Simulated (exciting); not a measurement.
## W: equation of state with PBE

W:

```xyz
1
Lattice="0.0000 2.0300 2.0300 2.0300 0.0000 2.0300 2.0300 2.0300 0.0000" Properties=species:S:1:pos:R:3 pbc="T T T"
W     0.0000    0.0000    0.0000
```

This isn't the form of W at room conditions, which is bcc.

```json
{
 "Program": "exciting (release sodium)",
 "Task": "equation of state",
 "Functional": "PBE",
 "Potentials or basis": "all-electron LAPW+lo, shipped species files, valence relativity iora*",
 "rgkmax": "9",
 "k mesh": "11 × 11 × 11",
 "Occupations": "fermi-dirac, width 0.05 eV",
 "Spin": "no spin polarisation",
 "gmaxvr (cutoff of density and potential)": "14 1/bohr",
 "lmaxapw (and lmaxmat)": "10",
 "lmaxvr": "8",
 "nempty": "12",
 "Valence relativity": "iora*",
 "Muffin-tin radii": "W 2.3 bohr"
}
```

The equilibrium volume is 16.46 Å³/atom. The bulk modulus is 290 GPa. The pressure derivative of the bulk modulus is 4.2 (rough: it moves with the points fitted).

Energy against volume, from the lowest point:
| volume (Å³/atom) | energy (meV/atom) |
| --- | --- |
| 15.727 | 32.08 |
| 16.062 | 9.28 |
| 16.396 | 0.00 |
| 16.731 | 3.73 |
| 17.065 | 18.60 |
| 17.400 | 43.86 |
| 17.735 | 78.05 |

Spin-orbit coupling is left out, which matters for the levels of W.
